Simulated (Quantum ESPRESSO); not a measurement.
# AlN under changes of volume

One of the cells (10.417 Å³/atom); the others are scaled copies at fixed shape and fractional positions:

```xyz
2
Lattice="0.0000 2.1840 2.1840 2.1840 0.0000 2.1840 2.1840 2.1840 0.0000" Properties=species:S:1:pos:R:3 pbc="T T T"
Al    0.0000    0.0000    0.0000
N     1.0920    1.0920    1.0920
```

Measurements of this composition are mostly on another form, of space group No. 186.

| Property | Result |
| --- | --- |
| Program | Quantum ESPRESSO 7.5 |
| Functional | PBE |
| Potentials or basis | SSSP 1.3 efficiency PBE |
| Cutoff | 816 eV |
| Density cutoff | 6531 eV |
| k mesh | 10 × 10 × 10 |
| Occupations | fermi-dirac, width 0.05 eV |
| Spin | no spin polarisation |

| volume (Å³/atom) | energy over the lowest point (meV/atom) | pressure (GPa) | gap on the mesh (eV) |
| --- | --- | --- | --- |
| 9.792 | 52.17 | 19.9 | 3.35 |
| 10.001 | 29.57 | 14.5 | 3.34 |
| 10.209 | ? | ? | ? |
| 10.417 | 4.08 | 5.0 | 3.32 |
| 10.626 | 0.00 | 0.9 | 3.31 |
| 10.834 | 1.01 | -2.8 | 3.30 |
| 11.042 | 6.60 | -6.2 | 3.29 |

Problem. What does the run at 10.209 Å³/atom give?

Solution. Energy over the lowest point 13.74 meV/atom; pressure 9.5 GPa; gap on the mesh 3.33 eV.

Worked out: A Birch-Murnaghan fit of order 3 (a polynomial in V^(-2/3)) to the other rows has its minimum at 10.69 Å³/atom with B0 = V·E''(V) = 195 GPa and B' = 3.8. It gives 13.77 meV/atom at 10.209 Å³/atom, against the run's 13.74, and -dE/dV = 9.7 GPa, against 9.5. A straight line through the other rows of the gap, of slope -0.499 eV per unit of ln V, gives 3.33 eV, against the run's 3.33.

Energies are extrapolated to zero smearing.

A mesh can miss the band edges.
